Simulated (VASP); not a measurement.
The system is WC.

```
W C
1.0
     0.00000    2.30211    2.30211
     2.30211    0.00000    2.30211
     2.30211    2.30211    0.00000
W C
1 1
Direct
  0.00000 0.00000 0.00000
  0.75000 0.75000 0.75000
```

The cell was built by a generator and needn't be a form met in nature.

* Program: VASP 6.6.1
* Task: relaxation of cell and atoms
* Functional: PBE
* Potentials or basis: VASP PAW PBE potentials, release 64 (W_sv, C)
* Cutoff: 600 eV
* k mesh: 10 × 10 × 10
* Occupations: gaussian, width 0.05 eV
* Spin: no spin polarisation

At the start: pressure 18.8 GPa; volume 12.20 Å³/atom.

**Question.** How do energy, volume and symmetry change on relaxing?

**Answer.** Over 4 steps the energy falls by 44.1 meV/atom and the volume is 13.00 Å³/atom (+6.5 %); space group F-43m (No. 216, to 0.05 Å).

Step by step:
| step | energy change (eV) | largest force (eV/Å) | pressure (GPa) | volume (Å³) |
| --- | --- | --- | --- | --- |
| 1 | 0.0000 | 0.0000 | 18.85 | 24.40 |
| 2 | 0.2789 | 0.0000 | -27.14 | 29.83 |
| 3 | -0.0880 | 0.0000 | -0.78 | 26.06 |
| 4 | -0.0882 | 0.0000 | -0.06 | 25.99 |

Final structure:
```yaml
crystal:
  lattice:
    - [0.00000, 2.35108, 2.35108]
    - [2.35108, 0.00000, 2.35108]
    - [2.35108, 2.35108, 0.00000]
  atoms:
    - { symbol: W, position: [0.00000, 0.00000, 0.00000] }
    - { symbol: C, position: [0.75000, 0.75000, 0.75000] }
```
